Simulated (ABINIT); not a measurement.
The system is C.

```
CELL_PARAMETERS angstrom
0.00000 1.78337 1.78337
1.78337 0.00000 1.78337
1.78337 1.78337 0.00000
ATOMIC_POSITIONS crystal
C 0.75000 0.75000 0.75000
C 0.50000 0.50000 0.50000
```

This isn't the form of C at room conditions, which is graphite.

Base run:

```yaml
Program: ABINIT 10.8.3 (patched build)
Functional: revPBE
Potentials_or_basis: JTH PAW PBE v2.0
Cutoff: 544 eV
k_mesh: 13 × 13 × 13
Occupations: fermi-dirac, width 0.05 eV
Spin: no spin polarisation
```

Its results: band gap on the k mesh 4.13 eV, indirect (least direct gap 5.60 eV); pressure 5.7 GPa.

Question: After a change of settings the same cell gave: band gap on the k mesh 4.01 eV, indirect (least direct gap 5.54 eV); pressure -5.3 GPa. Which change was it?
A. functional from revPBE to PW91; potentials or basis from JTH PAW PBE v2.0 to PseudoDojo NC SR PBE v0.4.1 standard; cutoff from 544 eV to 1116 eV
B. functional from revPBE to r2SCAN; potentials or basis from JTH PAW PBE v2.0 to PseudoDojo NC SR PBE v0.4 stringent; cutoff from 544 eV to 1333 eV
C. functional from revPBE to OLYP
D. functional from revPBE to PBEsol

Answer: D.

PBEsol binds more tightly than revPBE, so the same cell stands under less pressure.

Caveats: the PAW data sets were made with another functional, which shifts forces and pressure a little; the atomic spheres overlap.

Runs at the PBE level aren't shown here.
